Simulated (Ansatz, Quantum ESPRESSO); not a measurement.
# TiTe2: programs and potentials compared

```
Te Ti
1.0
     3.77700    0.00000    0.00000
    -1.88850    3.27098    0.00000
     0.00000    0.00000    6.49800
Te Ti
2 1
Direct
  0.33333 0.66667 0.73720
  0.66667 0.33333 0.26280
  0.00000 0.00000 0.00000
```

Alike in all runs: task band structure; functional PBEsol; k mesh 8 × 8 × 4; occupations fermi-dirac, width 0.05 eV; no spin polarisation; no spin-orbit coupling. Pressure is positive in compression and, in plane waves, holds the error of the finite cutoff, which Ansatz's Pulay term estimates and takes out.

| program and potentials | plane-wave cutoff (eV) | notes | pressure (GPa) | largest force (eV/Å) |
| --- | --- | --- | --- | --- |
| Ansatz, PAW datasets made for the crystal | 240 | 14.67 valence electrons an atom on average | -2.28 | 0.128 |
| Quantum ESPRESSO, PseudoDojo 0.4 SR PBEsol stringent | 1225 | 20 valence electrons an atom on average | -3.55 | 0.126 |
| Quantum ESPRESSO, PseudoDojo 0.4.1 SR PBEsol standard | 1143 | 14.67 valence electrons an atom on average | -2.19 | 0.121 |
| Quantum ESPRESSO, PseudoDojo 0.4.1 SR PBE standard | 1143 | potentials made for PBE; 14.67 valence electrons an atom on average | -2.12 | 0.118 |
| Ansatz, all-electron LAPW, scalar-relativistic | - | - | -2.28 | 0.129 |
| Quantum ESPRESSO, GBRV 1.5 PBEsol | 612 | 8 valence electrons an atom on average | -2.21 | 0.108 |

Force on atom 1 (Te), eV/Å:

```csv
program and potentials,x,y,z
"Ansatz, PAW datasets made for the crystal",0.000,0.000,0.128
"Quantum ESPRESSO, PseudoDojo 0.4 SR PBEsol stringent",0.000,0.000,0.126
"Quantum ESPRESSO, PseudoDojo 0.4.1 SR PBEsol standard",0.000,0.000,0.121
"Quantum ESPRESSO, PseudoDojo 0.4.1 SR PBE standard",0.000,0.000,0.118
"Ansatz, all-electron LAPW, scalar-relativistic",0.000,0.000,0.129
"Quantum ESPRESSO, GBRV 1.5 PBEsol",0.000,0.000,0.108
```

The pressure spans -3.55 (Quantum ESPRESSO, PseudoDojo 0.4 SR PBEsol stringent) to -2.12 GPa (Quantum ESPRESSO, PseudoDojo 0.4.1 SR PBE standard), with all-electron results at -2.28.

Differences between rows come from potentials, basis sets and numerical settings, since the functional is the same but for its coding. Runs on potential files found faulty are left out.
